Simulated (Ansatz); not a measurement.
Crystal: WC (Qusongite).

```
W C
1.0
     2.90650    0.00000    0.00000
    -1.45325    2.51710    0.00000
     0.00000    0.00000    2.83660
W C
1 1
Cartesian
  0.0000 0.0000 0.0000
  1.4533 0.8390 1.4183
```

* Program: Ansatz 0.2.0
* Task: relaxation of cell and atoms
* Functional: RPBE
* Dispersion: D3(BJ)
* Potentials or basis: all-electron LAPW, scalar-relativistic
* Basis error allowed: 0.001 eV/atom
* k mesh: 10 × 10 × 9
* Occupations: fermi-dirac, width 0.05 eV
* Spin: no spin polarisation

At the start: volume 10.38 Å³/atom.

Where does the relaxation end?

Over 6 steps the energy falls by 86.2 meV/atom and the volume is 9.58 Å³/atom (-7.7 %); space group P-6m2 (No. 187, to 0.05 Å).

Step by step:
| step | energy change (eV) | largest force (eV/Å) | volume (Å³) |
| --- | --- | --- | --- |
| 1 | 0.0000 | 0.0000 | 20.75 |
| 2 | -0.1052 | 0.0000 | 18.40 |
| 3 | -0.1690 | 0.0000 | 19.22 |
| 4 | -0.1723 | 0.0000 | 19.17 |
| 5 | -0.1723 | 0.0000 | 19.16 |
| 6 | -0.1723 | 0.0000 | 19.16 |

Final structure:
```
CELL_PARAMETERS angstrom
2.82540 0.00000 0.00000
-1.41270 2.44687 0.00000
0.00000 0.00000 2.77083
ATOMIC_POSITIONS crystal
W 0.00000 0.00000 0.00000
C 0.66667 0.33333 0.50000
```
